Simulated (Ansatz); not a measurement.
**Si2Mo, one cell by several methods**

```
CELL_PARAMETERS angstrom
-1.51704 1.63496 3.93050
1.63496 -1.51704 3.93050
1.56504 1.56504 -3.88250
ATOMIC_POSITIONS crystal
Si 0.33300 0.33300 0.00000
Si 0.66700 0.66700 0.00000
Mo 0.00000 0.00000 0.00000
```

Atoms are numbered in the order listed.

The cell is COD entry 1010282, as deposited and not checked against the literature; nothing was relaxed. It is an old determination, and later ones may differ. The listed cell was then made from it by scaling, straining or moving an atom.

All numbers are computed: DFT, PBE, PAW with Ansatz's default frozen-core files, scalar-relativistic (Ansatz 0.2.0); DFT, PBE, all-electron PAW with datasets made for the crystal, scalar-relativistic (Ansatz 0.2.0); DFT, PBE, all-electron LAPW, scalar-relativistic (Ansatz 0.2.0).

For PAW: a Γ-centred 12×12×16 k mesh, Fermi–Dirac smearing of 0.03 eV, cutoff 420 eV, no spin polarisation. The crystal-made all-electron datasets (AE datasets) take a cutoff of 300 eV at this cell. LAPW targets a basis error of 1 meV/atom. The Ansatz runs share mesh, smearing and spin set-up. Plane-wave (PAW) pressures include the program's estimate of the Pulay term.

Stress and pressure are positive in compression.

The change that made this cell: equal xy, yz and zx engineering shear strains of +3 %.

```tsv
quantity	PAW	AE datasets	LAPW
pressure (GPa)	2.87	2.89	2.90
stress xx (GPa)	3.34	3.36	3.36
stress zz (GPa)	1.93	1.96	1.96
stress yz (GPa)	-5.69	-5.69	-5.69
stress xz (GPa)	-5.69	-5.69	-5.69
stress xy (GPa)	-5.47	-5.48	-5.48
force on Si1, z (eV/Å)	0.264	0.264	0.264
```

PAW's pressure differs from the LAPW value by -0.03 GPa. Datasets made for the crystal and LAPW share parts of one code, so their agreement isn't an independent check.
